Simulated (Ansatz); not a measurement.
ZnO: O vacancy

Level of theory: DFT PBE, scalar-relativistic, plane waves, PAW in Ansatz. Run with 420 eV cutoff, 2×2×2 k-mesh, shifted by half a step, Gaussian smearing of 0.01 eV, collinear spin in charge +1 alone.

Host crystal, relaxed:

```
CELL_PARAMETERS angstrom
3.27939 0.00000 0.00000
-1.63970 2.84004 0.00000
0.00000 0.00000 5.29323
ATOMIC_POSITIONS crystal
Zn 0.66667 0.33333 0.50060
Zn 0.33333 0.66667 0.00060
O 0.66667 0.33333 0.87971
O 0.33333 0.66667 0.37971
```

Supercell of 48 atoms, rows in host cell vectors: 0 2 1; -2 -2 1; 2 0 1. Atoms relax at the host's cell, keeping the symmetry that the supercell leaves at the site. The cell is small, so energies carry finite-size errors of tenths of an eV. The host's Kohn–Sham gap is 0.74 eV. Atoms are taken from and returned to the elements' standard states. Charged cells are corrected for image charges with the computed static dielectric tensor (mean 10.9) and aligned with the host's potential at far atoms (alignment terms reach 0.48 eV). No band-filling term is added, and the Fermi level counts from the host's valence band top.

Defect: O vacancy at (0.667, 0.333, 0.880) of the host cell.

Question: What is the formation energy of the neutral defect?

Answer: 3.70 eV.

Question: Does the neutral defect carry a moment, and how do its surroundings relax?

Answer: The neutral run had no spin polarisation, so a moment wasn't tested. The nearest neighbours before are 3 Zn at 2.00 Å, 1 Zn at 2.01 Å; after relaxation the atoms near the site are 3 Zn at 1.80 Å, 1 Zn at 1.81 Å; the largest move is 0.19 Å.

Question: Charges +2, +1, 0 were computed. Which is stable where in the gap?

Answer: Among the charges computed the stable one is +2 at the valence band top and stays so across the gap. Levels between neighbouring charges: (+2/+1) 1.03 eV, (+1/0) 0.49 eV.